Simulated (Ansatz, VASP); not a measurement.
One calculation of AlAs2, two programs

```
Al As
1.0
     1.91446    1.10532    4.76395
    -1.91446    1.10532    4.76395
     0.00000   -2.21063    4.76395
Al As
1 2
Cartesian
  0.0000 0.0000 0.0000
  0.0000 0.0000 10.9531
  0.0000 0.0000 3.3388
```

Alike in both runs: functional PBE; k mesh 6 × 6 × 6; occupations gaussian, width 0.1 eV; no spin polarisation.

Ansatz relaxed the structure, and its values are those at the end. VASP's run is a single point on that final structure, the one shown.

|  | VASP | Ansatz |
| --- | --- | --- |
| version | VASP 6.6.1 | Ansatz 0.2.0 |
| potentials or method | VASP PAW PBE potentials, release 64 (Al, As) | scalar-relativistic, plane waves, PAW |
| plane-wave cutoff (eV) | 520 | 420 |
| valence electrons in the cell | 13 | 33 |

Ansatz gave:

- gap on the k mesh at the Fermi level (eV): none
- pressure (GPa): 0.0
- rms of the force components (eV/Å): 0.014

**Question.** Estimate VASP's values.

**Answer.** gap on the k mesh at the Fermi level (eV): none; pressure (GPa): 0.2; rms of the force components (eV/Å): 0.011.

A gap of «none» marks a metal or a gap that the smearing closes. The two sets of potentials don't hold the same shells in valence.
